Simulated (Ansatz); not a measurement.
BaSnO₃ (cubic perovskite)

```
BaSnO3
1.0
    4.13130     0.00000     0.00000
    0.00000     4.13130     0.00000
    0.00000     0.00000     4.13130
Ba Sn O
1 1 3
Direct
  0.00000   0.00000   0.00000
  0.50000   0.50000   0.50000
  0.00000   0.50000   0.50000
  0.50000   0.50000   0.00000
  0.50000   0.00000   0.50000
```

E(V) scan at fixed shape, V₀ the volume above. Symmetry pins the atoms to their sites.

These are r2SCAN (plane waves to 500 eV, PAW, scalar-relativistic; Ansatz, a program for electronic structure) values and carry that method's errors. k mesh 8×8×8 (Γ-centred), Fermi-Dirac smearing 0.05 eV. Stress and pressure are positive under compression. BaSnO3 was relaxed with its symmetry unable to fall.

At one point of the scan the stress tensor (GPa) is:

```
   21.4      0.0      0.0
    0.0     21.4      0.0
    0.0      0.0     21.4
```

Task: Which point is it?
A) V/V₀ = 0.967
B) V/V₀ = 0.917
C) V/V₀ = 0.900
D) V/V₀ = 0.950

Result: C, V/V₀ = 0.900

(A scan under strain: stresses follow from slopes of the energy per volume, elastic moduli from its curvatures.)
